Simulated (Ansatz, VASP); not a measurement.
**BN: VASP beside Ansatz**

The input INCAR:

```
PREC = Accurate
ENCUT = 600
EDIFF = 1E-7
ISMEAR = 0
SIGMA = 0.1
LREAL = False
LASPH = True
NELM = 80
ALGO = Normal
ISIF = 3
LWAVE = False
LCHARG = False
GGA = CA
IBRION = 2
NSW = 100
EDIFFG = -0.05
```

File KPOINTS:

```
Automatic mesh
0
Gamma
  9 9 6
```

The input POSCAR:

```
BN
1.0
    2.5500000000      0.0000000000      0.0000000000
   -1.2750000000      2.2083647797      0.0000000000
    0.0000000000      0.0000000000      4.2100000000
B N
2 2
Direct
    0.3333333333      0.6666666667      0.0000000000
    0.6666666667      0.3333333333      0.5000000000
    0.3333333333      0.6666666667      0.3740000000
    0.6666666667      0.3333333333      0.8740000000
```

Input for Ansatz:

```yaml
crystal:
  lattice:
    - [2.55, 0.0, 0.0]
    - [-1.275, 2.2083647797, 0.0]
    - [0.0, 0.0, 4.21]
  atoms:
    - { symbol: B, position: [0.3333333333, 0.6666666667, 0.0] }
    - { symbol: B, position: [0.6666666667, 0.3333333333, 0.5] }
    - { symbol: "N", position: [0.3333333333, 0.6666666667, 0.374] }
    - { symbol: "N", position: [0.6666666667, 0.3333333333, 0.874] }
basis:
  ecutwfc: 420
kpoints:
  mp_grid: { grid: [9, 9, 6] }
hamiltonian:
  xc: lda
  pseudopotentials: { kind: paw, azcp: { folder: soft_1 } }
scf:
  occupations: { method: gaussian, width: 0.1 }
output:
  forces: true
  stress: true
  eigenvalues: true
relax:
  adjacent_minimum: "off"
  f_tol: 0.05
  max_steps: 80
  cell: { stress_tol: 0.5 }
```

Measurements of this composition are mostly on another form, of space group No. 194.

Alike in both runs: task relaxation of cell and atoms; functional LDA; k mesh 9 × 9 × 6; occupations gaussian, width 0.1 eV; no spin polarisation.

|  | VASP | Ansatz |
| --- | --- | --- |
| version | VASP 6.6.1 | Ansatz 0.2.0 |
| potentials or method | VASP PAW LDA potentials, release 64 (B, N) | scalar-relativistic, plane waves, PAW |
| plane-wave cutoff (eV) | 600 | 420 |
| valence electrons in the cell | 16 | 16 |

|  | VASP | Ansatz | Ansatz less VASP |
| --- | --- | --- | --- |
| gap on the k mesh at the Fermi level, each at its own relaxed structure (eV) | 4.93 | 4.92 | -0.011 |
| relaxed volume (Å³/atom) | 5.77 | 5.75 | -0.011 |
| relaxed cell length with the largest relative difference (Å) | 2.525 | 2.523 | -0.0022 |
| energy change over the relaxation (meV/atom) | -6 | -6 | -0.9 |

Ansatz warned: «pseudo_functional_mismatch».

Caveats: an odd mesh through Γ misses points on the zone boundary, where band edges often lie. A hybrid or GW would open this gap; LDA tends to underestimate it.
